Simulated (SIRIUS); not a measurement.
## Te in SIRIUS: convergence with wave cutoff

Te:

```
Te
1.0
     2.30590    1.33131    1.69095
    -2.30590    1.33131    1.69095
     0.00000   -2.66263    1.69095
Te
1
Direct
  0.50000 0.50000 0.50000
```

This isn't the form of Te at room conditions, which is trigonal, of chains.

- Program: SIRIUS 7.12.0
- Task: single point
- Functional: PBE
- Potentials or basis: GBRV 1.5 PBE (ultrasoft)
- Cutoff: 139 eV
- Density cutoff: 1361 eV
- k mesh: 9 × 9 × 9
- Occupations: gaussian, width 0.05 eV
- Spin: no spin polarisation

These are the settings of the first run; the series varies wave cutoff, with any setting tied to it.

Hardware: 1 thread of AMD EPYC 9R45 96-Core Processor (Zen 5), with other jobs on the host.

The values tried are 139.3 eV, 200.6 eV, 273.1 eV, 356.7 eV, 451.4 eV, 557.3 eV, 737 eV, 941.8 eV, loosest first. From which on does the pressure stay within 0.1 GPa of the tightest run that finished?

From 273.1 eV on.

```
wave cutoff  energy less the tightest run, at zero smearing (meV/atom)  pressure (GPa)  SCF cycles  CPU time (s)  peak memory (GiB)
   139.3 eV                                                     331.76           -1.13          21             3               0.11
   200.6 eV                                                      59.05            1.14          11           3.4               0.12
   273.1 eV                                                       5.87            2.37          10           3.1               0.13
   356.7 eV                                                       1.51            2.45          11             5               0.16
   451.4 eV                                                       0.47            2.45          11           5.5               0.19
   557.3 eV                                                       0.28            2.45          11           7.4               0.23
     737 eV                                                       0.07            2.45          11           8.9                0.3
   941.8 eV                                                       0.00            2.45          11            14               0.41
```

Against the tightest run, the energy stays within 1 meV/atom from 451.4 eV on. The tightest run that finished is the yardstick and may itself not be fully converged.

The run has no spin-orbit coupling, so splittings on Te are missing.
